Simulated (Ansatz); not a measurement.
**Electric field gradients in Li7NbO6**

The cell is a computed structure from the Materials Project (it need not be an observed phase).

```cif
data_Li7NbO6
_symmetry_space_group_name_H-M 'R3:H'
_symmetry_Int_Tables_number 146
_cell_length_a 5.6103
_cell_length_b 5.6103
_cell_length_c 14.7742
_cell_angle_alpha 90.000
_cell_angle_beta 90.000
_cell_angle_gamma 120.000
loop_
_atom_site_label
_atom_site_type_symbol
_atom_site_symmetry_multiplicity
_atom_site_Wyckoff_symbol
_atom_site_fract_x
_atom_site_fract_y
_atom_site_fract_z
Li1 Li 9 b 0.6762 0.7220 0.4476
Li2 Li 9 b 0.9372 0.6206 0.5521
Li4 Li 3 a 0.0000 0.0000 0.6546
Nb Nb 3 a 0.0000 0.0000 0.0002
O9 O 9 b 0.6460 0.7005 0.5848
O10 O 9 b 0.9615 0.6189 0.4142
```

One atom of each set is listed; the run and its k-mesh use a cell of 14 atoms with edges of 5.89, 5.89, 5.89 Å.

Method: Kohn–Sham DFT in Ansatz, r2SCAN, plane waves and PAW (field gradients read without the response of the frozen cores, which leaves them typically 4 to 6 % off), scalar-relativistic, 500 eV cutoff, Γ-centred 5×5×5 k-points, Fermi–Dirac smearing 0.02 eV.

V_zz is the principal component of the electric field gradient with the largest magnitude, η = (V_xx − V_yy)/V_zz and C_Q = eQV_zz/h. ν_Q = 3|C_Q|/[2I(2I − 1)].

⁷Li: I = 3/2, Q = -40.10 mb; ⁹³Nb: I = 9/2, Q = -320.0 mb; O-17: I = 5/2, Q = -25.58 mb. Q values from Pyykkö, Mol. Phys. 116, 1328 (2018).

Q: Give the quadrupolar parameters of the distinct sites.

A: 

```tsv
site	atoms	first shell	C_Q (MHz)	η	ν_Q (MHz)
Li1	3	4 O at 1.90–2.03 Å; also 1 O at 2.95 Å	0.147	0.91	0.074
Li2	3	4 O at 1.96–2.04 Å; also 1 O at 2.94 Å	0.178	0.15	0.089
Li4	1	6 O at 2.12–2.40 Å; also 6 Li at 2.49–2.58 Å	-0.098	0.00	0.049
Nb	1	6 O at 2.02–2.06 Å	16.1	0.00	0.670
O9	3	5 Li at 1.96–2.12 Å, 1 Nb at 2.06 Å	0.946	0.57	0.142
O10	3	5 Li at 1.90–2.40 Å, 1 Nb at 2.02 Å	0.549	0.99	0.082
```

An axis of threefold or higher order runs through Li4 and Nb, so V_zz lies along it and η is zero.

At this cell the r2SCAN pressure is -6 GPa, so with r2SCAN the cell would shrink if it were relaxed. The entry's cell may itself be off. The largest force is 0.5 eV/Å, so the atoms aren't at the calculated equilibrium and relaxing them would move these values. Without spin–orbit coupling (the program notes it for Nb) the gradients are little affected as a rule: paired runs on crystals with a gap mostly move them by under 2 % at such atoms. Where η is near 1 the sign of V_zz means little.
